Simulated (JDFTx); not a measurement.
**Ca under changes of volume**

One of the cells (43.632 Å³/atom); the others are scaled copies at fixed shape and fractional positions:

```
CELL_PARAMETERS angstrom
0.00000 2.79420 2.79420
2.79420 0.00000 2.79420
2.79420 2.79420 0.00000
ATOMIC_POSITIONS crystal
Ca 0.00000 0.00000 0.00000
```

```yaml
Program: JDFTx 1.7.0 (patched build)
Functional: PBE
Potentials_or_basis: PseudoDojo-SR-PBE-0.5-standard
Cutoff: 925 eV
Density_cutoff: 3701 eV
k_mesh: 8 × 8 × 8
Occupations: fermi-dirac, width 0.05 eV
Spin: no spin polarisation
```

```csv
volume (Å³/atom),energy over the lowest point (meV/atom),pressure (GPa)
41.014,1.53,0.5
41.886,0.00,0.1
42.759,0.48,-0.3
43.632,2.77,-0.6
44.504,?,?
45.377,12.24,-1.1
46.250,19.11,-1.4
```

What does the run at 44.504 Å³/atom give?

Energy over the lowest point 6.74 meV/atom; pressure -0.9 GPa.

Worked out: A Birch-Murnaghan fit of order 3 (a polynomial in V^(-2/3)) to the other rows has its minimum at 42.11 Å³/atom with B0 = V·E''(V) = 17.3 GPa and B' = 3.5. It gives 6.74 meV/atom at 44.504 Å³/atom, against the run's 6.74, and -dE/dV = -0.9 GPa, against -0.9.

Energies are extrapolated to zero smearing.
